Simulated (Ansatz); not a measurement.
input.yaml

```yaml
crystal:
  lattice:
    - [0.0, 2.9473657377, 2.9473657377]
    - [2.9473657377, 0.0, 2.9473657377]
    - [2.9473657377, 2.9473657377, 0.0]
  atoms:
    - { symbol: Al, position: [0.0, 0.0, 0.0] }
    - { symbol: Cu, position: [0.5, 0.5, 0.5] }
    - { symbol: Cu, position: [0.25, 0.25, 0.25] }
    - { symbol: Cu, position: [0.75, 0.75, 0.75] }
basis:
  ecutwfc: 500
kpoints:
  mp_grid: { grid: [12, 12, 12] }
hamiltonian:
  xc: r2scan
scf:
  occupations: { method: gaussian, width: 0.1 }
output:
  forces: true
  stress: true
  eigenvalues: true
```

Run as
```bash
ansatz run input.yaml --threads 1 --pin off --max-ram 2560MiB --backend cpu --events-out ev --progress --plain --runs-dir out
```

Computed with Ansatz, DFT r2SCAN, scalar-relativistic, plane waves, PAW.

From the run's log, abridged:

```
Pseudopotentials: kind: paw
Pseudopotential: Al, paw, valence charge 3, recommended cutoff 500 eV (meta_gga)
Pseudopotential: Cu, paw, valence charge 19, recommended cutoff 500 eV (meta_gga)
Functional definition: r2SCAN
Crystal: 4 atoms, lattice volume = 51.207 Å³
Basis set: ecut = 500 eV, 1291 PW (Γ), exchange–correlation on 128×128×128 points (64 copies of the dense FFT grid, shifted against one another)
Bands: 36, of which v1, the nominal top of the filled ones, is band 30 counted from 1 (29 counted from 0)
Symmetry: 48 space group operations
Space group: Fm-3m (ITA 225), of the structure as read, at distance tolerance 3.7e-5 Å
k-points: 72 of 1728
Initial density: superposition of atomic densities (neutral atoms: chi_scale 0, normalization atom), corrected by the library's trained network
Initial wavefunctions: pseudopotential atomic-orbital guess
Functional: x = r2scan, c = r2scan; τ floored in thin density (d = 2e-4 eV/Å³)
SCF iter   1: F=—  HF=-20434.857336 eV  |F-HF|=—  |Δ(HF+E_count)|=         —  Δρ=3.80e-2  dr2=4.53e-1  dr2_τ=6.71e-3  ethr=1.77e-3  ⟨swp⟩=5.1  Hψ=8921  notcnv=0  defer=4
SCF iter   2: F=—  HF=-20434.979401 eV  |F-HF|=—  |Δ(HF+E_count)|=   1.22e-1  Δρ=5.05e-2  dr2=8.14e-1  dr2_τ=4.54e-3  ethr=7.56e-4  ⟨swp⟩=2.5  Hψ=5058  notcnv=0  defer=101
SCF iter   3: F=—  HF=-20434.796412 eV  |F-HF|=—  |Δ(HF+E_count)|=   1.83e-1  Δρ=9.64e-3  dr2=2.93e-2  dr2_τ=5.07e-4  ethr=7.56e-4  ⟨swp⟩=2.0  Hψ=4369  notcnv=0  defer=102
SCF iter   4: F=—  HF=-20434.795248 eV  |F-HF|=—  |Δ(HF+E_count)|=   1.16e-3  Δρ=1.22e-2  dr2=5.46e-2  dr2_τ=1.70e-4  ethr=4.88e-5  ⟨swp⟩=2.0  Hψ=4871  notcnv=0  defer=103
SCF iter   5: F=—  HF=-20434.787050 eV  |F-HF|=—  |Δ(HF+E_count)|=   8.20e-3  Δρ=1.70e-3  dr2=1.32e-3  dr2_τ=7.09e-6  ethr=4.88e-5  ⟨swp⟩=2.0  Hψ=3822  notcnv=0  defer=103
SCF iter   6: F=—  HF=-20434.786813 eV  |F-HF|=—  |Δ(HF+E_count)|=   2.38e-4  Δρ=2.02e-4  dr2=1.29e-5  dr2_τ=3.83e-7  ethr=2.20e-6  ⟨swp⟩=1.3  Hψ=3301  notcnv=0  defer=103
SCF iter   7: F=—  HF=-20434.786811 eV  |F-HF|=—  |Δ(HF+E_count)|=   1.52e-6  Δρ=4.46e-5  dr2=7.81e-7  dr2_τ=1.21e-8  ethr=2.15e-8  ⟨swp⟩=2.0  Hψ=3772  notcnv=0  defer=103
SCF iter   8: F=-20434.786811 eV  HF=-20434.786811 eV  |F-HF|=9.54e-9  |Δ(HF+E_count)|=   2.43e-7  Δρ=6.04e-6  dr2=1.06e-8  dr2_τ=6.14e-11  ethr=1.67e-10  ⟨swp⟩=8.0  Hψ=11201  notcnv=0
SCF 1 converged in 8 iterations: F = -20434.786811 eV  dr2 = 1.06e-8
SCF converged after 8 iterations
Free energy (F): -20434.786811 eV
Harris-Foulkes:  -20434.786811 eV  (|F-HF|=9.54e-9)
Internal energy: -20434.781986 eV  (E = F + TS)
E sigma→0 (E₀):  -20434.784399 eV
Entropy (-TS):   -0.004825 eV (-1.206 meV/atom)
Fermi energy:    14.078133 eV
--- Per-component energies (eV) ---
  E_band       = -1290.742451
  E_kinetic    = 921.063050
  E_local      = -14224.520886  (includes V_loc(G=0)·N_el)
  E_nonlocal   = 1194.422146
  E_hartree    = 6335.891408
  E_xc         = -287.875198
  E_vxc        = -405.477953  (∫ρ·V_xc dr)
  E_paw        = -5507.242310  (= ΣΔE_a)
  E_vpaw       = -1476.551355  (= ΣTr[D̂ρ^β])
  E_aug_tail   = 0.000437  (compensation charges beyond the density's cutoff)
  E_vtau       = 28.547475  (kinetic-family band-sum trace: ∫τ·v_τ [+ j·A + Jᵃ·Aᵃ] dr)
  E_ewald      = -8865.557201
  E_core_change = -0.963432  (= ΣΔE_core)
  E_smearing   = -0.004825  (= −TS)
--- Forces (eV/Å), atoms counted from 1 ---
  atom   1  Al     0.00000000     0.00000000     0.00000000
  atom   2  Cu     0.00000000     0.00000000     0.00000000
  atom   3  Cu     0.00000000     0.00000000     0.00000000
  atom   4  Cu     0.00000000     0.00000000     0.00000000
--- Stress (GPa, compression-positive) ---
       -7.657311       0.000000       0.000000
        0.000000      -7.657311       0.000000
        0.000000       0.000000      -7.657311
  P = ⅓ Tr σ = -7.6573 GPa (-76.573 kbar)
--- Band table (eV; the first three rows and the last of 72) ---
  k-point 0: bands = ["-102.8012", "-102.7995", "-102.4773", "-58.6221", "-58.6221", "-58.6221", "-58.6151", "-58.6151", "-58.6151", "-58.2973", "-58.2973", "-58.2973", "3.4450", "9.5484", "9.5484", "9.6106", "9.6106", "9.6106", "10.4602", "10.4602", "10.4602", "11.3870", "11.3870", "11.3870", "11.5304", "11.5304", "11.6584", "11.6584", "17.9086", "17.9086", "17.9086", "18.2118", "18.2118", "18.2118", "19.4407", "20.7384"]
  k-point 1: bands = ["-102.8012", "-102.7995", "-102.4773", "-58.6222", "-58.6220", "-58.6220", "-58.6152", "-58.6152", "-58.6150", "-58.2973", "-58.2972", "-58.2972", "3.5419", "9.5112", "9.5112", "9.5713", "9.6880", "9.6880", "10.4516", "10.4516", "10.4632", "11.3164", "11.3274", "11.3274", "11.5676", "11.5676", "11.6518", "11.6518", "16.4673", "17.4542", "17.4542", "18.5813", "18.7341", "18.7341", "20.0019", "20.7687"]
  k-point 2: bands = ["-102.8011", "-102.7996", "-102.4773", "-58.6222", "-58.6218", "-58.6218", "-58.6156", "-58.6156", "-58.6149", "-58.2974", "-58.2971", "-58.2971", "3.8307", "9.4501", "9.4953", "9.4953", "9.8173", "9.8173", "10.4290", "10.4290", "10.4292", "11.1434", "11.2105", "11.2105", "11.6044", "11.6044", "11.6490", "11.6490", "14.8812", "17.0163", "17.0163", "18.3841", "19.0209", "19.0209", "20.2924", "20.5740"]
  k-point 71: bands = ["-102.8003", "-102.8003", "-102.4774", "-58.6261", "-58.6234", "-58.6192", "-58.6192", "-58.6124", "-58.6123", "-58.2976", "-58.2976", "-58.2962", "7.5354", "8.4530", "8.4530", "9.0252", "10.2303", "10.3370", "10.3417", "10.3417", "10.5820", "10.5820", "10.9784", "11.1330", "11.6065", "11.6065", "11.7659", "11.7721", "11.9276", "12.1176", "12.1176", "19.7452", "19.7452", "19.8243", "19.8463", "25.5084"]
```

The run converged.

It took 15 s on 1 thread of Intel(R) Xeon(R) Platinum 8259CL CPU @ 2.50GHz (Skylake/Cascade Lake), with other jobs on the host, peak memory 0.62 GiB.